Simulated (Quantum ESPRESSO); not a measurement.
Cs: equation of state with LDA

Crystal: Cs.

```
CELL_PARAMETERS angstrom
0.00000 3.94834 3.94834
3.94834 0.00000 3.94834
3.94834 3.94834 0.00000
ATOMIC_POSITIONS crystal
Cs 0.00000 0.00000 0.00000
```

This isn't the form of Cs at room conditions, which is bcc.

```json
{"Program": "Quantum ESPRESSO 7.5", "Task": "equation of state", "Functional": "LDA", "Potentials or basis": "GBRV 1.5 LDA", "Cutoff": "612 eV", "Density cutoff": "4898 eV", "k mesh": "6 × 6 × 6", "Occupations": "fermi-dirac, width 0.05 eV", "Spin": "no spin polarisation"}
```

- Equilibrium volume: outside the volumes run

Energy against volume, from the lowest point:
| volume (Å³/atom) | energy (meV/atom) |
| --- | --- |
| 115.718 | 0.00 |
| 118.180 | 5.04 |
| 120.642 | 10.45 |
| 123.104 | 16.28 |
| 125.566 | 22.40 |
| 128.028 | 28.81 |
| 130.490 | 35.33 |

All runs of the series together: 71 s on 2 threads of Arm Neoverse V2 (shared host).

Spin-orbit coupling is left out, which matters for the levels of Cs.
